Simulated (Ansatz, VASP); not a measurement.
Given: the input of a run of Ansatz 0.2.0 on Ti.

input.yaml

```yaml
crystal:
  lattice:
    - [2.95, 0.0, 0.0]
    - [-1.475, 2.5547749412, 0.0]
    - [0.0, 0.0, 4.68]
  atoms:
    - { symbol: Ti, position: [0.6666666667, 0.3333333333, 0.75] }
    - { symbol: Ti, position: [0.3333333333, 0.6666666667, 0.25] }
kpoints:
  mp_grid: { grid: [10, 10, 6] }
scf:
  occupations: { method: gaussian, width: 0.02 }
hamiltonian:
  xc: pbe
  pseudopotentials: { kind: all_electron, lapw: { basis_error: 0.001 } }
output:
  forces: true
  stress: true
  eigenvalues: true
```

Potentials or basis: all-electron LAPW, scalar-relativistic.

Run with:

```bash
$ ansatz run input.yaml --threads 1 --pin off --max-ram 3072MiB --backend cpu --events-out ev --progress --plain --runs-dir out
```

Translate it to VASP 6.6.1. Potentials there: VASP PAW PBE potentials, release 64 (Ti_sv).

As run (the cutoff follows the program's own potentials):

Contents of INCAR:

```
SYSTEM = Ti
ALGO = Normal ; EDIFF = 1E-6
ENCUT = 520 ; GGA = PE
ISIF = 2 ; ISMEAR = 0
LASPH = .True. ; LCHARG = .False.
LREAL = .False. ; LWAVE = .False.
NBANDS = 19 ; NELM = 100
PREC = Accurate ; SIGMA = 0.02
```

The input KPOINTS:

```
k-points
0
Gamma
  10 10 6
  0 0 0
```

Contents of POSCAR:

```
Ti
1.0
    2.9500000000      0.0000000000      0.0000000000
   -1.4750000000      2.5547749412      0.0000000000
    0.0000000000      0.0000000000      4.6800000000
Ti
2
Direct
    0.6666666667      0.3333333333      0.7500000000
    0.3333333333      0.6666666667      0.2500000000
```

Potentials or basis: VASP PAW PBE potentials, release 64 (Ti_sv).

The run is started by

```console
$ cat potpaw_PBE.64/Ti_sv/POTCAR > POTCAR
$ mpirun -np 1 vasp_std > vasp.out
```

Both were run:

|  | VASP | Ansatz | Ansatz less VASP |
| --- | --- | --- | --- |
| gap on the k mesh at the Fermi level (eV) | none | none | - |
| pressure (GPa) | -1.7 | -1.4 | +0.22 |
| largest component of the traceless stress (GPa) | 0.18 | 0.17 | -0.008 |

A gap of «none» marks a metal or a gap that the smearing closes. Ansatz ran all-electron here, so the differences hold the error of VASP's frozen core and of both bases.
